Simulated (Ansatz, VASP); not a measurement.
## Ga: VASP beside Ansatz

The input INCAR:

```
SYSTEM = Ga
ALGO = Normal ; EDIFF = 1E-6
EDIFFG = -0.005 ; ENCUT = 600
GGA = PS ; IBRION = 2
ISIF = 3 ; ISMEAR = -1
LASPH = .True. ; LCHARG = .False.
LREAL = .False. ; LWAVE = .False.
NELM = 80 ; NSW = 60
PREC = Accurate ; SIGMA = 0.1
```

File KPOINTS:

```
k-points
0
Gamma
  18 18 18
  0 0 0
```

POSCAR

```
Ga
1.0
   -1.6809877034      1.6809877034      1.6809877034
    1.6809877034     -1.6809877034      1.6809877034
    1.6809877034      1.6809877034     -1.6809877034
Ga
1
Direct
    0.0000000000      0.0000000000      0.0000000000
```

Input for Ansatz:

```yaml
crystal:
  lattice:
    - [-1.6809877034, 1.6809877034, 1.6809877034]
    - [1.6809877034, -1.6809877034, 1.6809877034]
    - [1.6809877034, 1.6809877034, -1.6809877034]
  atoms:
    - { symbol: Ga, position: [0.0, 0.0, 0.0] }
kpoints:
  mp_grid: { grid: [18, 18, 18] }
scf:
  occupations: { method: fermi_dirac, width: 0.1 }
hamiltonian:
  xc: pbesol
  pseudopotentials: { kind: paw }
output:
  forces: true
  stress: true
  write_density: true
  write_potential: true
  elf: true
  volumetric_format: npy
relax:
  f_tol: 0.005
  max_steps: 40
  cell: {}
```

Alike in both runs: task relaxation of cell and atoms; functional PBEsol; k mesh 18 × 18 × 18; occupations fermi-dirac, width 0.1 eV; no spin polarisation.

```csv
,VASP,Ansatz
version,VASP 6.6.1,Ansatz 0.2.0
potentials or method,"VASP PAW PBE potentials, release 64 (Ga_d)","PAW with Ansatz's default frozen-core files, scalar-relativistic"
plane-wave cutoff (eV),600,420
valence electrons in the cell,13,13
```

VASP gave:

* relaxed volume (Å³/atom): 17.96
* relaxed cell length with the largest relative difference (Å): 2.857
* energy change over the relaxation (meV/atom): -10

Which values does Ansatz return?

Relaxed volume (Å³/atom): 17.97; relaxed cell length with the largest relative difference (Å): 2.858; energy change over the relaxation (meV/atom): -10.

Caveats: the PAW data sets were made with another functional, which shifts forces and pressure a little (VASP).
